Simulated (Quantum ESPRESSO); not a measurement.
## BN under changes of volume

One of the cells (9.476 Å³/atom); the others are scaled copies at fixed shape and fractional positions:

```xyz
2
Lattice="0.0000 3.4953 2.1661 1.2516 0.0000 2.1661 1.2516 3.4953 0.0000" Properties=species:S:1:pos:R:3 pbc="T T T"
N     1.2516    3.4953    2.8881
B     1.2516    3.4953    0.0002
```

Measurements of this composition are mostly on another form, of space group No. 194.

```yaml
Program: Quantum ESPRESSO 7.5
Functional: PBE
Potentials_or_basis: SSSP 1.3 efficiency PBE
Cutoff: 816 eV
Density_cutoff: 6531 eV
k_mesh: 13 × 13 × 13
Occupations: fermi-dirac, width 0.05 eV
Spin: no spin polarisation
```

```csv
volume (Å³/atom),energy over the lowest point (meV/atom),pressure (GPa),gap on the mesh (eV),largest force (eV/Å)
8.908,?,?,?,?
9.097,17.94,12.5,3.95,0.011
9.287,6.07,7.1,3.93,0.010
9.476,0.27,2.2,3.92,0.009
9.666,0.00,-2.3,3.90,0.009
9.855,4.78,-6.3,3.89,0.008
10.045,14.18,-10.1,3.87,0.007
```

Task: What does the run at 8.908 Å³/atom give?

Result: Energy over the lowest point 36.44 meV/atom; pressure 18.3 GPa; gap on the mesh 3.96 eV; largest force 0.012 eV/Å.

Worked out: A Birch-Murnaghan fit of order 3 (a polynomial in V^(-2/3)) to the other rows has its minimum at 9.58 Å³/atom with B0 = V·E''(V) = 225 GPa and B' = 3.6 at fixed shape and positions, which overstates the stiffness. It gives 36.38 meV/atom at 8.908 Å³/atom, against the run's 36.44, and -dE/dV = 18.6 GPa, against 18.3. A straight line through the other rows of the gap, of slope -0.778 eV per unit of ln V, extrapolates to 3.97 eV, against the run's 3.96.

Energies are extrapolated to zero smearing.

Caveats: an odd mesh through Γ misses points on the zone boundary, where band edges often lie.
